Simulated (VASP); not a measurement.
A run of VASP 6.6.1 is set up as follows.

The input INCAR:

```
SYSTEM = MgTe
ALGO = Normal
EDIFF = 1E-6
EDIFFG = -0.01
ENCUT = 600
GGA = PS
IBRION = 2
ISIF = 3
ISMEAR = 0
LASPH = .TRUE.
LCHARG = .FALSE.
LREAL = .FALSE.
LWAVE = .FALSE.
NELM = 80
NSW = 90
PREC = Accurate
SIGMA = 0.03
```

File KPOINTS:

```
k-points
0
G
  8 8 8
  0 0 0
```

File POSCAR:

```
MgTe
1.0
    0.0000000000      3.2319988200      3.2319988200
    3.2319988200      0.0000000000      3.2319988200
    3.2319988200      3.2319988200      0.0000000000
Mg Te
1 1
Direct
    0.0000000000      0.0000000000      0.0000000000
    0.2500000000      0.2500000000      0.2500000000
```

Potentials or basis: VASP PAW PBE potentials, release 64 (Mg, Te).

The run is started by

```bash
$ cat potpaw_PBE.64/Mg/POTCAR potpaw_PBE.64/Te/POTCAR > POTCAR
$ mpirun -np 1 vasp_std > vasp.out
```

Question: Predict the relaxed volume.

Answer: 33.37 Å³/atom.

Question: What does it give for the band gap on the k mesh?

Answer: 2.35 eV, direct.

Final structure:
```
Mg Te
1.0
     0.00000    3.21945    3.21945
     3.21945    0.00000    3.21945
     3.21945    3.21945    0.00000
Mg Te
1 1
Direct
  0.00000 0.00000 0.00000
  0.25000 0.25000 0.25000
```

Caveat: the PAW data sets were made with another functional, which shifts forces and pressure a little; spin-orbit coupling is left out, which moves the levels of the heavy elements. As with any semilocal functional, this PBEsol gap is likely too small.
